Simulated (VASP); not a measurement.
# PbS (Galena) (Fm-3m) in VASP: further runs, part 2 of 2

VASP 6.6.1. The steps go on from the part before.

## 4. Relaxation of the atoms, PBE (a relaxed cell with its volume scaled by 0.94)

Contents of INCAR:

```
ALGO = Fast
EDIFF = 1E-7
EDIFFG = -0.01
ENCUT = 600
GGA = PE
IBRION = 2
ISIF = 2
ISMEAR = 0
LASPH = T
LCHARG = F
LREAL = F
LWAVE = F
NELM = 80
NSW = 40
PREC = Accurate
SIGMA = 0.03
```

Contents of KPOINTS:

```
k-points
0
Gamma
  8 8 8
```

Contents of POSCAR:

```
PbS                                     
1.0
    0.0000000000      2.9424087744      2.9424087744
    2.9424087744      0.0000000000      2.9424087744
    2.9424087744      2.9424087744      0.0000000000
  Pb              S             
     1     1
Direct
     0.0000000000000000    0.0000000000000000    0.0000000000000000
     0.5000000000000000    0.5000000000000000    0.5000000000000000
```

Command:

```
$ cat potpaw_PBE.64/Pb_d/POTCAR potpaw_PBE.64/S/POTCAR > POTCAR
$ mpirun -np 1 vasp_std > vasp.out
```

Wall time 20 s (1 thread of Intel Xeon 6975P-C (Granite Rapids), shared host); peak memory 0.21 GiB.

Results (log left out):

- Free energy: -8.7335 eV
- Pressure after relaxing: 3.8 GPa
- Band gap on the k mesh: 0.27 eV, direct

Final structure:
```
Pb S
1.0
     0.00000    2.94241    2.94241
     2.94241    0.00000    2.94241
     2.94241    2.94241    0.00000
Pb S
1 1
Direct
  0.00000 0.00000 0.00000
  0.50000 0.50000 0.50000
```

Levels at points of the mesh, in eV from the valence-band top:
```csv
k point,band 6,band 7,band 8,band 9,band 10,band 11,band 12,band 13,band 14
"(0.00, 0.00, 0.00)",-13.84,-6.02,-2.32,-2.32,-2.32,5.25,5.26,5.26,6.64
"(0.50, 0.00, 0.00)",-12.54,-9.02,-1.91,-1.91,0.00,0.27,1.88,1.88,8.66
"(0.50, 0.50, 0.00)",-12.07,-7.27,-5.43,-3.63,-3.63,3.73,5.63,5.75,5.75
```

Caveat: the relaxation stopped at its first step, so nothing moved; spin-orbit coupling is left out, which as a rule narrows the gap of such compounds by several tenths of an eV.

## 5. Relaxation of the atoms, PBE (a relaxed cell with its volume scaled by 0.96)

INCAR is that of step 4.

KPOINTS is that of step 4.

Contents of POSCAR:

```
PbS                                     
1.0
    0.0000000000      2.9631306456      2.9631306456
    2.9631306456      0.0000000000      2.9631306456
    2.9631306456      2.9631306456      0.0000000000
  Pb              S             
     1     1
Direct
     0.0000000000000000    0.0000000000000000    0.0000000000000000
     0.5000000000000000    0.5000000000000000    0.5000000000000000
```

Potentials or basis: VASP PAW PBE potentials, release 64 (Pb_d, S).

Command:

```
$ cat potpaw_PBE.64/Pb_d/POTCAR potpaw_PBE.64/S/POTCAR > POTCAR
$ mpirun -np 1 vasp_std > vasp.out
```

OUTCAR:

```text
EDIFF = 1E-7
   EDIFFG = -0.01
   ENCUT = 600
   GGA = PE
   IBRION = 2
   ISIF = 2
   ISMEAR = 0
   LASPH = T
   LREAL = F
   NELM = 80
   NSW = 40
   PREC = Accurate

 ion  position               nearest neighbor table
   1  0.000  0.000  0.000-   2 2.96   2 2.96   2 2.96   2 2.96   2 2.96   2 2.96
   2  0.500  0.500  0.500-   1 2.96   1 2.96   1 2.96   1 2.96   1 2.96   1 2.96

  LATTYP: Found a face centered cubic cell.
 ALAT       =     5.9262612912

  Lattice vectors:

 A1 = (   0.0000000000,   2.9631306456,   2.9631306456)
 A2 = (   2.9631306456,   0.0000000000,   2.9631306456)
 A3 = (   2.9631306456,   2.9631306456,   0.0000000000)

Analysis of symmetry for initial positions (statically):
=====================================================================
 Subroutine PRICEL returns:
 Original cell was already a primitive cell.

 Routine SETGRP: Setting up the symmetry group for a
 face centered cubic supercell.

 Subroutine GETGRP returns: Found 48 space group operations
 (whereof 48 operations were pure point group operations)
 out of a pool of 48 trial point group operations.

The static configuration has the point symmetry O_h .

Analysis of symmetry for dynamics (positions and initial velocities):
=====================================================================
 Subroutine PRICEL returns:
[... 176 lines left out ...]
      7      -0.1739      2.00000
      8       3.6705      2.00000
      9       3.6705      2.00000
     10       3.6705      2.00000
     11      11.0784      0.00000
     12      11.0790      0.00000
     13      11.0796      0.00000
     14      12.5809      0.00000
[... 377 lines left out ...]
      1     -11.0254      2.00000
      2     -10.9724      2.00000
      3     -10.9551      2.00000
      4     -10.9418      2.00000
      5     -10.9206      2.00000
      6      -6.2879      2.00000
      7      -2.6378      2.00000
      8       2.4005      2.00000
      9       2.8278      2.00000
     10       4.8597      2.00000
     11       7.4102      0.00000
     12       9.2611      0.00000
     13       9.8895      0.00000
     14      13.8722      0.00000

 [... further k-points ...]
[... 5 lines left out ...]
  --------------------------------------------------------------------------------------
  -------------------------------------------------------------------------------------
  Total        0.7703797      0.7703797      0.7703797      0.0000000      0.0000000      0.0000000
  in kB       23.7210026     23.7210026     23.7210026      0.0000000      0.0000000      0.0000000
  external PRESSURE =      23.7210026 kB  Pullay stress =       0.0000000 kB

 VOLUME and BASIS-vectors are now :
 -----------------------------------------------------------------------------
  energy-cutoff  :      600.00
  volume of cell :       52.03
      direct lattice vectors                 reciprocal lattice vectors
     0.000000000  2.963130646  2.963130646    -0.168740450  0.168740450  0.168740450
     2.963130646  0.000000000  2.963130646     0.168740450 -0.168740450  0.168740450
     2.963130646  2.963130646  0.000000000     0.168740450  0.168740450 -0.168740450

 POSITION                                       TOTAL-FORCE (eV/Angst)
 -----------------------------------------------------------------------------------
      0.00000      0.00000      0.00000         0.000000     -0.000000      0.000000
      2.96313      2.96313      2.96313        -0.000000      0.000000     -0.000000
 -----------------------------------------------------------------------------------
    total drift:                                0.000000      0.000000      0.000000

  FREE ENERGIE OF THE ION-ELECTRON SYSTEM (eV)
  ---------------------------------------------------
  free  energy   TOTEN  =        -8.7542966269 eV

  energy  without entropy=       -8.7542966269  energy(sigma->0) =       -8.75429663

 reached required accuracy - stopping structural energy minimisation
```

Wall time 18 s (1 thread of Intel Xeon 6975P-C (Granite Rapids), shared host); peak memory 0.21 GiB.

Results:

```yaml
Free_energy: -8.7543 eV
Pressure_after_relaxing: 2.4 GPa
Band_gap_on_the_k_mesh: 0.35 eV, direct
```

Final structure:
```
Pb S
1.0
     0.00000    2.96313    2.96313
     2.96313    0.00000    2.96313
     2.96313    2.96313    0.00000
Pb S
1 1
Cartesian
  0.0000 0.0000 0.0000
  2.9631 2.9631 2.9631
```

Caveat: the relaxation stopped at its first step, so nothing moved; spin-orbit coupling is left out, which as a rule narrows the gap of such compounds by several tenths of an eV. A k mesh can miss the band edges.

## 6. Overview

```tsv
task	cell	gap on the mesh (eV)	pressure (GPa)
relaxation of cell and atoms	relaxed	0.50	0.0
relaxation of the atoms	atoms relaxed from: a relaxed cell with its volume scaled by 0.94	0.27	3.8
relaxation of the atoms	atoms relaxed from: a relaxed cell with its volume scaled by 0.96	0.35	2.4
```

Alike in all rows: level PBE; potentials or basis VASP PAW PBE potentials, release 64 (Pb_d, S); no spin polarisation; k mesh 8 × 8 × 8; cutoff (eV) 600; smearing gaussian 0.03 eV.

Caveats: the relaxation stopped at its first step, so nothing moved; spin-orbit coupling is left out, which as a rule narrows the gap of such compounds by several tenths of an eV.

Absolute energies hang on the potentials; compare differences alone.
